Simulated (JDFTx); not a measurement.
# GaN (P-6m2) in JDFTx: single point with PBE

Aim: the single point of GaN with PBE.

Program: JDFTx 1.7.0 (patched build). These are calculated values, not measurements. Logs are shortened: lines on timing, memory, paths and dates and some standing lists are left out, and cuts for length are marked. The log counts tension as positive stress, the text compression.

## (1) Starting point

It takes space group P-6m2 (No. 187, hexagonal). Conventional cell: a = 2.981 Å, b = 2.981 Å, c = 2.683 Å, α = 90.00°, β = 90.00°, γ = 120.00°. Ga (site symmetry -6m2) has 6 N at 2.18 Å as nearest neighbours. N (site symmetry -6m2) is surrounded by 6 Ga at 2.18 Å.

The cell was built by a generator and needn't be a form met in nature.

## (2) Single point, PBE

File GaN.in:

```
lattice \
    5.6325932761    -2.8162966381     0.0000000000 \
    0.0000000000     4.8779689428     0.0000000000 \
    0.0000000000     0.0000000000     5.0708343910
coords-type Cartesian
ion Ga     2.8163248010     1.6259733877     2.5354171955 1
ion N      0.0000000000     0.0000000000     0.0000000000 1

ion-species pseudo/Ga.upf
ion-species pseudo/N.upf
elec-cutoff 42 336
elec-ex-corr gga-PBE
kpoint-folding 5 5 5
elec-smearing Fermi 0.0018374661
elec-n-bands 15
electronic-SCF nIterations 100 energyDiffThreshold 1e-09
electronic-minimize nIterations 30 energyDiffThreshold 1e-7
converge-empty-states yes
forces-output-coords Cartesian

dump-name run.$VAR
dump End Ecomponents EigStats BandEigs Kpoints Forces Stress State
```

Potentials or basis: PseudoDojo-SR-PBE-0.5-standard with smoothed tails.

Launch:

```sh
$ jdftx -c 1 -i GaN.in -o GaN.out
```

What it wrote:

```text
*************** JDFTx 1.7.0 (patched build) ***************

Input parsed successfully to the following command list (including defaults):
[... the input with its defaults ...]

---------- Setting up symmetries ----------

Found 24 point-group symmetries of the bravais lattice
Found 12 space-group symmetries with basis
NOTE: symmetries hold only approximately (changing the metric by 2.4e-08 and atomic positions by 2.8e-05 bohrs), and energies do not
      resolve such small strains or displacements: for these, use symmetries none or a smaller symmetry-threshold.
Applied RMS atom displacement 1.62599e-05 bohrs to make symmetries exact.

---------- Initializing the Grid ----------
R =
[      5.63259      -2.8163            0  ]
[            0      4.87797            0  ]
[            0            0      5.07083  ]
unit cell volume = 139.324
G =
[     1.1155   0.644037         -0  ]
[          0    1.28807          0  ]
[          0         -0    1.23908  ]
Minimum fftbox size, Smin = [  48  48  44  ]
Chosen fftbox size, S = [  48  48  48  ]

---------- Initializing tighter grid for wavefunction operations ----------
R =
[      5.63259      -2.8163            0  ]
[            0      4.87797            0  ]
[            0            0      5.07083  ]
unit cell volume = 139.324
G =
[     1.1155   0.644037         -0  ]
[          0    1.28807          0  ]
[          0         -0    1.23908  ]
Minimum fftbox size, Smin = [  36  36  32  ]
Chosen fftbox size, S = [  36  36  32  ]

---------- Exchange Correlation functional ----------
Initalized PBE GGA exchange.
Initalized PBE GGA correlation.

---------- Setting up pseudopotentials ----------
Width of ionic core gaussian charges (only for fluid interactions / plotting) set to 0

Reading pseudopotential file 'pseudo/Ga.upf':
  'Ga' pseudopotential, 'PBE' functional
  Generated using ONCVPSP code by D. R. Hamann
  13 valence electrons, 3 orbitals, 6 projectors, 1001 radial grid points, with lMax = 2
    3D    l: 2   occupation: 10.0   eigenvalue: -0.703915
    4S    l: 0   occupation:  2.0   eigenvalue: -0.328859
    4P    l: 1   occupation:  1.0   eigenvalue: -0.094784
  Core radius for overlap checks: 1.84 bohrs.

Reading pseudopotential file 'pseudo/N.upf':
  'N' pseudopotential, 'PBE' functional
  Generated using ONCVPSP code by D. R. Hamann
  5 valence electrons, 2 orbitals, 4 projectors, 1001 radial grid points, with lMax = 1
    2S    l: 0   occupation:  2.0   eigenvalue: -0.682907
    2P    l: 1   occupation:  3.0   eigenvalue: -0.260548
  Core radius for overlap checks: 1.31 bohrs.

Initialized 2 species with 2 total atoms.

Folded 1 k-points by 5x5x5 to 125 k-points.

---------- Setting up k-points, bands, fillings ----------
Adding inversion symmetry to k-mesh for non-inversion-symmetric unit cell.
Reduced to 15 k-points under symmetry.
Computing the number of bands and number of electrons
Calculating initial fillings.
nElectrons:  18.000000   nBands: 15   nStates: 15

----- Setting up reduced wavefunction bases (one per k-point) -----
average nbasis = 1811.096 , ideal nbasis = 1811.318

---------- Setting up ewald sum ----------
Optimum gaussian width for ewald sums = 1.842528 bohr.
Real space sum over 1331 unit cells with max indices [  5  5  5  ]
Reciprocal space sum over 2197 terms with max indices [  6  6  6  ]

---------- Allocating electronic variables ----------
Initializing wave functions:  linear combination of atomic orbitals
Note: number of bands (15) exceeds available atomic orbitals (13)
Ga pseudo-atom occupations:   s ( 2 )  p ( 1 )  d ( 10 )
N pseudo-atom occupations:   s ( 2 )  p ( 3 )
	FillingsUpdate:  mu: +0.653749479  nElectrons: 18.000000
LCAOMinimize: Iter:   0  F: -76.8637470490155579  |grad|_K:  1.494e-02  alpha:  1.000e+00
	FillingsUpdate:  mu: +0.546621877  nElectrons: 18.000000
LCAOMinimize: Iter:   1  F: -77.0081034862900680  |grad|_K:  3.486e-03  alpha:  3.057e-01  linmin: -1.347e-01  cgtest:  7.313e-01
LCAOMinimize: Encountered beta<0, resetting CG.
[... 8 lines of inner loops ...]
LCAOMinimize: Encountered beta<0, resetting CG.
	FillingsUpdate:  mu: +0.516651989  nElectrons: 18.000000
LCAOMinimize: Iter:   6  F: -77.0135083169668349  |grad|_K:  4.268e-06  alpha:  2.236e-01  linmin: -7.082e-03  cgtest:  1.548e-02
LCAOMinimize: Converged (|Delta F|<1.000000e-06 for 2 iters).

-------- Electronic minimization -----------
Will mix electronic density at each iteration.
	FillingsUpdate:  mu: +0.516651989  nElectrons: 18.000000
	FillingsUpdate:  mu: +0.505511665  nElectrons: 18.000000
SCF: Cycle:  0   F: -77.054774131576352   dF: -4.127e-02   |Residual|: 6.500e-02   |deigs|: 2.707e-01
	FillingsUpdate:  mu: +0.498913905  nElectrons: 18.000000
SCF: Cycle:  1   F: -77.057659392638001   dF: -2.885e-03   |Residual|: 3.251e-02   |deigs|: 1.059e-02
	FillingsUpdate:  mu: +0.502784451  nElectrons: 18.000000
SCF: Cycle:  2   F: -77.058830852832301   dF: -1.171e-03   |Residual|: 1.359e-02   |deigs|: 3.116e-03
	FillingsUpdate:  mu: +0.502926174  nElectrons: 18.000000
SCF: Cycle:  3   F: -77.058847557689674   dF: -1.670e-05   |Residual|: 2.818e-03   |deigs|: 7.518e-04
	FillingsUpdate:  mu: +0.502824063  nElectrons: 18.000000
SCF: Cycle:  4   F: -77.058849420852056   dF: -1.863e-06   |Residual|: 1.325e-03   |deigs|: 4.141e-04
	FillingsUpdate:  mu: +0.502986182  nElectrons: 18.000000
SCF: Cycle:  5   F: -77.058851945769447   dF: -2.525e-06   |Residual|: 3.639e-04   |deigs|: 1.483e-04
	FillingsUpdate:  mu: +0.502981788  nElectrons: 18.000000
SCF: Cycle:  6   F: -77.058852087985755   dF: -1.422e-07   |Residual|: 8.508e-05   |deigs|: 6.622e-05
	FillingsUpdate:  mu: +0.502981155  nElectrons: 18.000000
SCF: Cycle:  7   F: -77.058852099521815   dF: -1.154e-08   |Residual|: 2.187e-05   |deigs|: 6.382e-05
	FillingsUpdate:  mu: +0.502981704  nElectrons: 18.000000
SCF: Cycle:  8   F: -77.058852103292423   dF: -3.771e-09   |Residual|: 1.879e-05   |deigs|: 1.359e-04
	FillingsUpdate:  mu: +0.502982625  nElectrons: 18.000000
SCF: Cycle:  9   F: -77.058852104463796   dF: -1.171e-09   |Residual|: 3.304e-06   |deigs|: 1.912e-04
	FillingsUpdate:  mu: +0.502982751  nElectrons: 18.000000
SCF: Cycle: 10   F: -77.058852104665789   dF: -2.020e-10   |Residual|: 1.347e-06   |deigs|: 1.137e-04
	FillingsUpdate:  mu: +0.502982664  nElectrons: 18.000000
SCF: Cycle: 11   F: -77.058852104738250   dF: -7.246e-11   |Residual|: 6.721e-07   |deigs|: 1.199e-04
SCF: Converged (|Delta E|<1.000000e-09 for 2 iters).

Setting wave functions to eigenvectors of Hamiltonian
Converging empty states (this may take a while): |deigs|: 1.005e-03

# Stress tensor in Cartesian coordinates [Eh/a0^3]:
[ -9.85523e-06            0            0  ]
[            0 -9.85523e-06            0  ]
[            0            0 -6.82693e-06  ]

# Ionic positions in cartesian coordinates:
ion Ga   2.816310719516667   1.625981517650000   2.535417195500000 1
ion N   0.000014081483334  -0.000008129950000   0.000000000000000 1

# Forces in Cartesian coordinates:
force Ga   0.000000000000000   0.000000000000000   0.000000000000000 1
force N   0.000000000000000   0.000000000000000   0.000000000000000 1

# Energy components:
   Eewald =      -62.2152719618255006
       EH =       18.9663708324393241
     Eloc =      -50.1758682819707573
      Enl =      -39.4827919336402502
      Exc =      -24.0351101445303499
 Exc_core =        9.7492027201443481
       KE =       70.1349379750510877
-------------------------------------
     Etot =      -77.0585307943320856
       TS =        0.0003213104061672
-------------------------------------
        F =      -77.0588521047382500

IonicMinimize: Iter:   0  F: -77.058852104738250  |grad|_K:  0.000e+00
IonicMinimize: Converged (|grad|_K<1.000000e-04).

#--- Lowdin population analysis ---
# oxidation-state Ga +0.804
# oxidation-state N -0.760

Dumping 'run.eigStats' ...
	eMin: -0.137383 at state 0 ( [ +0.000000 +0.000000 +0.000000 ] spin 0 )
	HOMO: +0.494524 at state 6 ( [ +0.000000 +0.400000 +0.000000 ] spin 0 )
	mu  : +0.502983
	LUMO: +0.503776 at state 12 ( [ +0.200000 +0.400000 +0.000000 ] spin 0 )
	eMax: +1.258505 at state 14 ( [ +0.200000 +0.400000 +0.400000 ] spin 0 )
	HOMO-LUMO gap: +0.009252
	Optical gap  : +0.051587 at state 8 ( [ +0.000000 +0.400000 +0.400000 ] spin 0 )
Done!
[note: the HOMO, LUMO and gaps printed at the end count levels as full or empty at half filling, so they show a gap where a level is partly filled]
```

Wall time 21 s (1 thread of Arm Neoverse V1, shared host); peak memory 0.07 GiB.

What came out:

```
Free energy            : -2096.8782 eV
Pressure               : 0.3 GPa
Band gap on the k mesh : none (metal or under the smearing width)
Loewdin charges        : Ga +0.80; N -0.76 e
```

Stress tensor (GPa, compression positive):
```
0.29 0.00 0.00
0.00 0.29 0.00
0.00 0.00 0.20
```

Caveat: the k mesh is coarse (spacing up to 0.49 Å⁻¹), so the values aren't converged.
